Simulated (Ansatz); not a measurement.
Wires are cut from relaxed bulk CoO (Fm-3m, 9.58 Å³/atom, gap on the mesh 0.00 eV); atoms and period are relaxed, and energies count from that bulk.

Level of theory: DFT PBE, scalar-relativistic, plane waves, PAW (Ansatz 0.2.0).

Cutoff 420 eV, Gaussian smearing of 0.05 eV, energies at zero smearing, symmetry of each start kept, collinear spin where a moment is listed.

```
                             start atoms k mesh excess energy (eV per host atom) line energy (eV/Å) period (Å) gap on the mesh (eV) highest filled level or Fermi level under vacuum (eV) size of the moment (μB per cell)
[001] wire, 18 host atoms a period     18  1×1×13                             0.069               0.342       3.649                     0                                                   5.29                             20.15
[001] wire, 24 host atoms a period     24  1×1×13                             0.100               0.638       3.758                     0                                                   4.71                             36.00
```

Moments started parallel, and an antiferromagnetic order may lie lower.

Each run keeps its start's symmetry and one magnetic start, so lower states can exist.

Cost: 2 runs of about 120 core-minutes in all, on Intel Xeon 6975P-C (Granite Rapids) (shared hosts).